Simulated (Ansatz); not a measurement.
# A series in volume scale on ZrS₂

Results calculated with Ansatz 0.2.0, not measured. Free energy against uniform scaling of the volume at fixed shape and fractions; periodic cell, basis, potentials, k mesh and filling as listed.

The cell before it is scaled or strained (space group P-3m1, No. 164):
```
CELL_PARAMETERS angstrom
3.69140 0.00000 0.00000
-1.84570 3.19680 0.00000
0.00000 0.00000 6.04110
ATOMIC_POSITIONS crystal
Zr 0.00000 0.00000 0.00000
S 0.66667 0.33333 0.76209
S 0.33333 0.66667 0.23791
```

Settings of every row: functional PBE; dispersion none; potentials PAW; wave cutoff 462.59 eV; density cutoff 1850.4 eV; k mesh 12x12x4; k shift 0x0x0; occupations fixed; smearing width 0 eV; spin none.

Limits: a layered crystal: even scaling strains the bonds within the layers, so this curve is stiffer than the crystal under pressure; the cell comes from a prototype or a list of computed structures and needn't be the stable phase.

| row | volume scale | V (Å³/atom) | pressure (GPa) | energy above lowest point (meV/atom) |
| --- | --- | --- | --- | --- |
| 1 | 0.9 | 21.387 | 12.12 | 86.1 |
| 2 | 0.925 | 21.981 | 8.63 | 47.8 |
| 3 | 0.95 | 22.575 | 5.56 | 21.6 |
| 4 | 0.975 | 23.169 | 2.86 | 6.1 |
| 5 | 1 | 23.763 | ? | ? |
| 6 | 1.025 | 24.357 | -1.63 | 2.2 |
| 7 | 1.05 | 24.951 | -3.48 | 11.8 |
| 8 | 1.075 | 25.545 | -5.12 | 27.8 |
| 9 | 1.1 | 26.139 | -6.55 | 49.5 |

Question: what pressure should row 5 give?

Worked fit of pressure. Take u = (V_r/V)^(2/3) − 1 with V_r = 23.763 Å³ an atom, which is twice the finite (Eulerian) strain; such expansions in the strain, on which the Birch-Murnaghan equation of state is built, carry the rest volume and the bulk modulus. The shown rows have u = 0.07276, 0.05334, 0.03478, 0.01702, -0.01632, -0.032, -0.04706, -0.06156. Least squares give pressure = 0.472 + 134.27 × u + 339.9 × u² + 203 × u³ GPa; a parabola predicts inner rows, each left out in turn, worse (root mean square 0.016 against 0.0045 GPa). All shown rows lie on it to the printed digit. The pressure vanishes at u = -0.0035, or V = 23.89 Å³ an atom, and there the bulk modulus at fixed shape and fractions is B = −V dP/dV = (2/3)(1 + u) dP/du = 87.6 GPa. Letting shape and atoms relax would as a rule lower it, by much in layered, chain or molecular crystals. The withheld row has u = 0, so the fit gives 0.472 + 134.27 × (0) + 339.9 × (0)² + 203 × (0)³ = 0.47 GPa.

The calculation gave 0.47 GPa. The fit meets it to the printed digit.

The other values of row 5: energy above lowest point 0 meV/atom.
